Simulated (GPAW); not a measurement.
Consider B on a As site (antisite) in BAs.

```xyz
16
Lattice="0.0000 4.7770 4.7770 4.7770 0.0000 4.7770 4.7770 4.7770 0.0000" Properties=species:S:1:pos:R:3 pbc="T T T"
B     3.5827    3.5827    3.5827
As    5.9712    5.9712    3.5909
As    5.9712    3.5909    5.9712
As    3.5909    5.9712    5.9712
As    8.3516    5.9713    5.9713
As    5.9713    8.3516    5.9713
As    5.9713    5.9713    8.3516
As    8.3598    8.3598    8.3598
B     0.0052    0.0052    0.0052
B     2.3833    2.3833    0.0052
B     2.3833    0.0052    2.3833
B     0.0052    2.3833    2.3833
B     4.6590    2.5065    2.5065
B     2.5065    4.6590    2.5065
B     2.5065    2.5065    4.6590
B     4.6590    4.6590    4.6590
```

Absorber: atom 9, with 4 As at 2.07 Å (tetrahedral; 4.0 Å from the defect atom). Method: GPAW, PBE, excited-electron core hole (neutral cell), 16-atom cell with 6.8 Å between holes, 5×5×5 k points, dipole transitions, Gaussian full width 0.9 eV up to 4 eV, rising linearly to 3.5 eV at 25 eV.

Question: Where do the maxima of the B K edge fall?

Main maxima up to 24 eV above the zero (height): 1.7 eV (2.04), 4.4 eV (3.00), 8.7 eV (1.29) and 15.3 eV (0.76). A K edge sees empty p states on the absorber. The total-energy difference is 193.30 eV. One term is added: -5.59 eV, since the hole is spin-paired here and a spin-polarised one costs that much less in the free atom (computed apart). The photon energy is then 187.71 eV. The functional leaves an error of a few eV in such absolute values.

The B K spectrum (energy from the lowest empty level; intensity scaled to a mean of 1 over the first 20 eV):

| E (eV) | intensity |
| --- | --- |
| -2.0 | 0.00 |
| -1.4 | 0.00 |
| -0.8 | 0.00 |
| -0.2 | 0.03 |
| 0.4 | 0.14 |
| 1.0 | 0.79 |
| 1.6 | 2.00 |
| 2.2 | 1.45 |
| 2.8 | 1.26 |
| 3.4 | 1.61 |
| 4.0 | 2.55 |
| 4.6 | 2.87 |
| 5.2 | 1.79 |
| 5.8 | 1.43 |
| 6.4 | 1.21 |
| 7.0 | 1.01 |
| 7.6 | 1.00 |
| 8.2 | 1.16 |
| 8.8 | 1.28 |
| 9.4 | 1.06 |
| 10.0 | 0.86 |
| 10.6 | 0.87 |
| 11.2 | 0.89 |
| 11.8 | 0.81 |
| 12.4 | 0.70 |
| 13.0 | 0.60 |
| 13.6 | 0.57 |
| 14.2 | 0.63 |
| 14.8 | 0.73 |
| 15.4 | 0.76 |
| 16.0 | 0.68 |
| 16.6 | 0.53 |
| 17.2 | 0.41 |
| 17.8 | 0.34 |
| 18.4 | 0.34 |
| 19.0 | 0.37 |
| 19.6 | 0.42 |
| 20.2 | 0.47 |
| 20.8 | 0.54 |
| 21.4 | 0.60 |
| 22.0 | 0.66 |
| 22.6 | 0.69 |
| 23.2 | 0.70 |
| 23.8 | 0.68 |
| 24.4 | 0.66 |

The cell shows no gap over 0.35 eV; the host's own band filling, the defect's levels or the functional may be the cause. In so small a cell the defects form an ordered array, and no site is far from one. The mesh is coarse (0.23 Å⁻¹ between points), so small maxima may be mesh ripples.

[Banner, clock and machine lines of the logs are left out without a mark of their own.]

[Logs are printed without paths, hosts, clocks, repeated set-up lines and the standing remarks that a program may print on its own settings, such as how far it seeks lower states.]

[Hosts, paths, dates, database ids (printed as entryN), source tags and the programs' standing remarks are cut or masked in the printed files.]

[Lists of maxima count a maximum above −3 eV only where it reaches 4 % of the highest in the window and stands out from its surroundings by 2 % of it (1.5 % where it reaches 55 %); shoulders and weaker maxima are passed over, and of the rest the first, up to two pre-edge ones and the few strongest are named.]
